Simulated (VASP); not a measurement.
# KI (Pm-3m) in VASP: further runs

One crystal, KI, is run at these levels: PBE; tasks: single point.

Program: VASP 6.6.1. These are calculated values, not measurements. Logs are shortened: lines on timing, memory, paths and dates and some standing lists are left out, and cuts for length are marked.

### 1 The crystal as given

It takes space group Pm-3m (No. 221, cubic). The conventional cell has a = 4.291 Å, b = 4.291 Å, c = 4.291 Å, α = 90.00°, β = 90.00°, γ = 90.00°. Around I (site symmetry m-3m) lie 8 K at 3.72 Å. Around K (site symmetry m-3m) lie 8 I at 3.72 Å.

Measurements of this composition are mostly on another form, of space group No. 225.

### 2 Single point, PBE

INCAR reads:

```
PREC = Accurate
ENCUT = 350
EDIFF = 1E-6
ISMEAR = 0
SIGMA = 0.02
LREAL = False
LASPH = True
NELM = 80
ALGO = Normal
ISIF = 2
LWAVE = False
LCHARG = False
GGA = PE
NBANDS = 15
```

KPOINTS reads:

```
regular mesh
0
Gamma
  3 3 3
```

POSCAR reads:

```
KI
1.0
    4.2911966600      0.0000000000      0.0000000000
    0.0000000000      4.2911966600      0.0000000000
    0.0000000000      0.0000000000      4.2911966600
I K
1 1
Direct
    0.5000000000      0.5000000000      0.5000000000
    0.0000000000      0.0000000000      0.0000000000
```

Potentials or basis: VASP PAW PBE potentials, release 64 (I_GW, K_sv_GW).

Run with:

```
$ cat potpaw_PBE.64/I_GW/POTCAR potpaw_PBE.64/K_sv_GW/POTCAR > POTCAR
$ mpirun -np 1 vasp_std > vasp.out
```

OUTCAR:

```text
PREC = Accurate
   ENCUT = 350
   EDIFF = 1E-6
   ISMEAR = 0
   LREAL = False
   LASPH = True
   NELM = 80
   ISIF = 2
   GGA = PE

 ion  position               nearest neighbor table
   1  0.500  0.500  0.500-
   2  0.000  0.000  0.000-

  LATTYP: Found a simple cubic cell.
 ALAT       =     4.2911966600

  Lattice vectors:

 A1 = (   4.2911966600,   0.0000000000,   0.0000000000)
 A2 = (   0.0000000000,   4.2911966600,   0.0000000000)
 A3 = (   0.0000000000,   0.0000000000,   4.2911966600)

Analysis of symmetry for initial positions (statically):
=====================================================================
 Subroutine PRICEL returns:
 Original cell was already a primitive cell.

 Routine SETGRP: Setting up the symmetry group for a
 simple cubic supercell.

 Subroutine GETGRP returns: Found 48 space group operations
 (whereof 48 operations were pure point group operations)
 out of a pool of 48 trial point group operations.

The static configuration has the point symmetry O_h .

Analysis of symmetry for dynamics (positions and initial velocities):
=====================================================================
 Subroutine PRICEL returns:
 Original cell was already a primitive cell.

 Routine SETGRP: Setting up the symmetry group for a
 simple cubic supercell.

 Subroutine GETGRP returns: Found 48 space group operations
 (whereof 48 operations were pure point group operations)
 out of a pool of 48 trial point group operations.

The dynamic configuration has the point symmetry O_h .

 Subroutine INISYM returns: Found 48 space group operations
 (whereof 48 operations are pure point group operations),
 and found     1 'primitive' translations

----------------------------------------------------------------------------------------

                                     Primitive cell

  volume of cell :      79.0197

  direct lattice vectors                    reciprocal lattice vectors
     4.291196660  0.000000000  0.000000000     0.233035230  0.000000000  0.000000000
     0.000000000  4.291196660  0.000000000     0.000000000  0.233035230  0.000000000
     0.000000000  0.000000000  4.291196660     0.000000000  0.000000000  0.233035230

  length of vectors
     4.291196660  4.291196660  4.291196660     0.233035230  0.233035230  0.233035230

  position of ions in fractional coordinates (direct lattice)
     0.500000000  0.500000000  0.500000000
[... 67 lines left out ...]
   PSTRESS=    0.0 pullay stress
   NELECT =      16.0000    total number of electrons
   NUPDOWN=      -1.0000    fix difference up-down
   EMIN   =  10.00;   EMAX   =-10.00  energy-range for DOS
   EFERMI =   0.00;   METHOD = LEGACY
   ISMEAR =     0;   SIGMA  =   0.02  broadening in eV -4-tet -1-fermi 0-gaus
   EFERMI_NEDOS =   21; number of points for ismear=-14 and -15
   IALGO  =     38    algorithm
   IMIX   =      4    mixing-type and parameters
     AMIX     =   0.40;   BMIX     =  1.00
     AMIX_MAG =   1.60;   BMIX_MAG =  1.00
  volume/ion in A,a.u.               =      39.51       266.63
  Fermi-wavevector in a.u.,A,eV,Ry     =   0.961324  1.816639 12.573738  0.924144
  Thomas-Fermi vector in A             =   2.090686
   LORBIT       =      0    0 simple, 1 ext, 2 COOP (PROOUT), +10 PAW based schemes
   GGA     = PE    functional components
   LHFCALC =     F    Hartree Fock is set to
   AEXX    =    0.0000 exact exchange contribution
   IVDW    =     0    specifies the selected vdW correction
   LEPSILON=     F    determine dielectric tensor
   LRPA    =     F    only Hartree local field effects (RPA)
 non-spin polarized calculation
 Gauss-broadening in eV      SIGMA  =   0.02
  energy-cutoff  :      350.00
  volume of cell :       79.02
 maximum number of plane-waves:      1193
 NGX is ok and might be reduce to    28
   NGX = 13   NGY = 13   NGZ = 13

 number of electron      16.0000001 magnetization

 Free energy of the ion-electron system (eV)
  ---------------------------------------------------
  ext. energy  EPLUGINS =         0.00000000
  ---------------------------------------------------
  free energy    TOTEN  =        -7.83896039 eV

  energy without entropy =       -7.83896039  energy(sigma->0) =       -7.83896039

 E-fermi :   1.9869     XC(G=0):  -7.6969

 val. band max:        1.8123267493   @ k =   0.3333   0.3333   0.0000
 cond. band min:       5.2569968819   @ k =   0.0000   0.0000   0.0000
 fundamental gap:      3.4446701326
 Fermi energy:         1.9869355888

 k-point     1 :       0.0000    0.0000    0.0000
  band No.  band energies     occupation
      1     -27.4728      2.00000
      2     -10.9207      2.00000
      3     -10.9207      2.00000
      4     -10.9207      2.00000
      5      -9.2033      2.00000
      6       1.5874      2.00000
      7       1.5874      2.00000
      8       1.5874      2.00000
      9       5.2570      0.00000
     10       6.7008      0.00000
     11       6.7008      0.00000
     12      10.2819      0.00000
     13      10.2819      0.00000
     14      10.2819      0.00000
[... 41 lines left out ...]
      2     -10.9847      2.00000
      3     -10.9702      2.00000
      4     -10.9702      2.00000
      5      -8.7978      2.00000
      6       0.5385      2.00000
      7       0.5487      2.00000
      8       0.5487      2.00000
      9       7.3051      0.00000
     10       7.8347      0.00000
     11       7.8347      0.00000
     12       9.5304      0.00000
     13      10.3509      0.00000
     14      10.3509      0.00000
     15      11.9546      0.00000

------------------------ aborting loop because EDIFF is reached ----------------------------------------

  FORCE on cell =-STRESS in cart. coord.  units (eV):
  Direction    XX          YY          ZZ          XY          YZ          ZX
  --------------------------------------------------------------------------------------
  -------------------------------------------------------------------------------------
  Total        0.3410385      0.3410385      0.3410385     -0.0000000     -0.0000000     -0.0000000
  in kB        6.9147869      6.9147869      6.9147869     -0.0000000     -0.0000000     -0.0000000
  external PRESSURE =       6.9147869 kB  Pullay stress =       0.0000000 kB

 VOLUME and BASIS-vectors are now :
 -----------------------------------------------------------------------------
  energy-cutoff  :      350.00
  volume of cell :       79.02
      direct lattice vectors                 reciprocal lattice vectors
     4.291196660  0.000000000  0.000000000     0.233035230  0.000000000  0.000000000
     0.000000000  4.291196660  0.000000000     0.000000000  0.233035230  0.000000000
     0.000000000  0.000000000  4.291196660     0.000000000  0.000000000  0.233035230

 POSITION                                       TOTAL-FORCE (eV/Angst)
 -----------------------------------------------------------------------------------
      2.14560      2.14560      2.14560         0.000000      0.000000      0.000000
      0.00000      0.00000      0.00000         0.000000      0.000000      0.000000
 -----------------------------------------------------------------------------------
    total drift:                               -0.000000      0.000000      0.000000

  FREE ENERGIE OF THE ION-ELECTRON SYSTEM (eV)
  ---------------------------------------------------
  free  energy   TOTEN  =        -7.8389603926 eV

  energy  without entropy=       -7.8389603926  energy(sigma->0) =       -7.83896039
```

OSZICAR:

```text
N       E                     dE             d eps       ncg     rms          rms(c)
DAV:   1     0.105170641358E+03    0.10517E+03   -0.47994E+03   120   0.666E+02
DAV:   2     0.802810370253E+00   -0.10437E+03   -0.94843E+02   166   0.243E+02
DAV:   3    -0.735819268579E+01   -0.81610E+01   -0.80689E+01   184   0.701E+01
DAV:   4    -0.804583371422E+01   -0.68764E+00   -0.68718E+00   173   0.187E+01
DAV:   5    -0.805700537987E+01   -0.11172E-01   -0.11171E-01   192   0.241E+00    0.249E+00
DAV:   6    -0.789104174828E+01    0.16596E+00   -0.10767E-01   185   0.340E+00    0.183E+00
DAV:   7    -0.783836501961E+01    0.52677E-01   -0.14127E-01   169   0.256E+00    0.866E-01
DAV:   8    -0.783912866302E+01   -0.76364E-03   -0.18971E-02   136   0.144E+00    0.224E-01
DAV:   9    -0.783883895767E+01    0.28971E-03   -0.14579E-03   192   0.328E-01    0.108E-01
DAV:  10    -0.783896308423E+01   -0.12413E-03   -0.33541E-04   151   0.130E-01    0.921E-02
DAV:  11    -0.783896000067E+01    0.30836E-05   -0.13150E-05   185   0.327E-02    0.788E-03
DAV:  12    -0.783896039260E+01   -0.39194E-06   -0.17984E-06   119   0.814E-03
   1 F= -.78389604E+01 E0= -.78389604E+01  d E =-.396350E-35
```

stdout:

```text
POSCAR found type information on POSCAR I K
 POSCAR found :  2 types and       2 ions
 scaLAPACK will be used
 LDA part: xc-table for (Slater+PW92), standard interpolation
 POSCAR, INCAR and KPOINTS ok, starting setup
 FFT: planning ... GRIDC
 FFT: planning ... GRID_SOFT
 FFT: planning ... GRID
 WAVECAR not read
 entering main loop
```

Run time: 4.9 s. Hardware: 1 thread of Intel Xeon Platinum 8259CL at 2.50GHz (Skylake/Cascade Lake), shared host; peak memory 0.15 GiB.

Results:

| Quantity | Value |
| --- | --- |
| Free energy | -7.8390 eV |
| Pressure | 0.7 GPa |
| Band gap on the k mesh | 3.44 eV, indirect (least direct gap 3.67 eV) |

Caveat: the k mesh is coarse (spacing up to 0.49 Å⁻¹), so the values aren't converged; spin-orbit coupling is left out, which moves the levels of the heavy elements; an odd mesh through Γ misses points on the zone boundary, where band edges often lie.

### 3 Single point, PBE

INCAR reads:

```
  PREC = Accurate
  ENCUT = 520
  EDIFF = 1E-7
  ISMEAR = 0
  SIGMA = 0.05
  LREAL = F
  LASPH = T
  NELM = 80
  ALGO = Normal
  ISIF = 2
  LWAVE = F
  LCHARG = F
  GGA = PE
  NBANDS = 15
```

KPOINTS reads:

```
Automatic mesh
0
Gamma
  6 6 6
```

Edit POSCAR of step 2 so:

```diff
@@ -7,4 +7,4 @@
 1 1
-Direct
-    0.5000000000      0.5000000000      0.5000000000
+Cartesian
+    2.1455983300      2.1455983300      2.1455983300
     0.0000000000      0.0000000000      0.0000000000
```

Potentials or basis: VASP PAW PBE potentials, release 64 (I, K_sv).

Run with:

```
$ cat potpaw_PBE.64/I/POTCAR potpaw_PBE.64/K_sv/POTCAR > POTCAR
$ mpirun -np 1 vasp_std > vasp.out
```

Run time: 38 s. Hardware: 1 thread of AMD EPYC 7R43 (Zen 3), shared host; peak memory 0.15 GiB.

The run converged. Its results:

| Item | Value |
| --- | --- |
| Free energy | -5.4209 eV |
| Pressure | 0.5 GPa |
| Band gap on the k mesh | 3.33 eV, indirect (least direct gap 3.69 eV) |

Levels at points of the mesh, in eV from the valence-band top:
| k point | band 6 | band 7 | band 8 | band 9 | band 10 | band 11 |
| --- | --- | --- | --- | --- | --- | --- |
| (0.00, 0.00, 0.00) | -0.36 | -0.36 | -0.36 | 3.33 | 4.76 | 4.76 |
| (0.50, 0.00, 0.00) | -2.29 | -0.29 | -0.29 | 5.48 | 6.18 | 7.05 |
| (0.50, 0.50, 0.00) | -1.71 | -1.71 | 0.00 | 3.92 | 5.70 | 6.79 |
| (0.50, 0.50, 0.50) | -1.66 | -1.66 | -1.66 | 5.63 | 5.63 | 5.63 |

Caveat: spin-orbit coupling is left out, which moves the levels of the heavy elements.

### 4 Single point, PBE

run.py reads:

```python
from ase.calculators.vasp import Vasp
from ase.dft.bandgap import bandgap
from ase.spacegroup import crystal

atoms = crystal(
    ['I', 'K'],
    basis=[[0.5, 0.5, 0.5], [0.0, 0.0, 0.0]],
    spacegroup=221,
    setting=1,
    cellpar=[4.29119666, 4.29119666, 4.29119666, 90.0, 90.0, 90.0],
    primitive_cell=True,
)
calc = Vasp(
    directory='calc',
    xc='pbe',
    pp='PBE',
    setups='recommended',
    prec='Accurate',
    encut=520,
    ediff=1e-06,
    ismear=0,
    sigma=0.05,
    lreal=False,
    lasph=True,
    nelm=100,
    algo='Normal',
    isif=2,
    lwave=False,
    lcharg=True,
    lelf=True,
    lvhar=True,
    kpts=[6, 6, 6],
    gamma=True,
    nbands=15,
)
atoms.calc = calc

print('energy (eV):', atoms.get_potential_energy())
print('free energy (eV):', atoms.get_potential_energy(force_consistent=True))
print('forces (eV/A):')
print(atoms.get_forces())
print('stress (eV/A^3, Voigt):', atoms.get_stress())
print('Fermi level (eV):', calc.get_fermi_level())
gap, top, bottom = bandgap(calc)
print('band gap (eV):', gap, 'from (spin, k, band)', top, 'to', bottom)
```

Run with:

```
$ python run.py
```

It took 40 s on 1 thread of AMD EPYC 7R43 (Zen 3), shared host; peak memory 0.15 GiB.

Results (log left out):

| Quantity | Value |
| --- | --- |
| Free energy | -5.4209 eV |
| Pressure | 0.5 GPa |
| Band gap on the k mesh | 3.33 eV, indirect (least direct gap 3.69 eV) |

Levels at points of the mesh, in eV from the valence-band top:
| k point | band 4 | band 5 | band 6 | band 7 | band 8 | band 9 | band 10 | band 11 | band 12 | band 13 |
| --- | --- | --- | --- | --- | --- | --- | --- | --- | --- | --- |
| (0.00, 0.00, 0.00) | -12.83 | -11.16 | -0.36 | -0.36 | -0.36 | 3.33 | 4.76 | 4.76 | 8.39 | 8.39 |
| (0.50, 0.00, 0.00) | -12.82 | -10.86 | -2.29 | -0.29 | -0.29 | 5.48 | 6.18 | 7.05 | 7.05 | 8.67 |
| (0.50, 0.50, 0.00) | -12.81 | -10.81 | -1.71 | -1.71 | 0.00 | 3.92 | 5.70 | 6.80 | 6.80 | 9.06 |
| (0.50, 0.50, 0.50) | -12.90 | -10.64 | -1.66 | -1.66 | -1.66 | 5.63 | 5.63 | 5.63 | 8.84 | 8.84 |

Caveat: spin-orbit coupling is left out, which moves the levels of the heavy elements. PBE gaps usually lie below the measured ones, often by a third to a half.

### 5 For comparison

An earlier run on the cell as given: functional PBE; potentials or basis VASP PAW PBE potentials, release 64 (I, K_sv); cutoff 520 eV; k mesh 6 × 6 × 6; occupations fermi-dirac, width 0.05 eV; no spin polarisation.

* Pressure: 0.5 GPa
* Band gap on the k mesh: 3.33 eV, indirect (least direct gap 3.69 eV)

### 6 The runs side by side

```tsv
potentials or basis	k mesh	cutoff (eV)	smearing	mesh quality	gap on the mesh (eV)	pressure (GPa)
VASP PAW PBE potentials, release 64 (I_GW, K_sv_GW)	3 × 3 × 3	350	gaussian 0.02 eV	coarse	3.44	0.7
VASP PAW PBE potentials, release 64 (I, K_sv)	6 × 6 × 6	520	gaussian 0.05 eV	not flagged	3.33	0.5
VASP PAW PBE potentials, release 64 (I, K_sv)	6 × 6 × 6	520	fermi-dirac 0.05 eV	not flagged	3.33	0.5
```

Alike in all rows: task single point; level PBE; no spin polarisation; cell as given.

Caveats: some runs use coarse meshes; spin-orbit coupling is left out, which moves the levels of the heavy elements; an odd mesh through Γ misses points on the zone boundary, where band edges often lie (some runs).

Absolute energies hang on the potentials; compare differences alone.
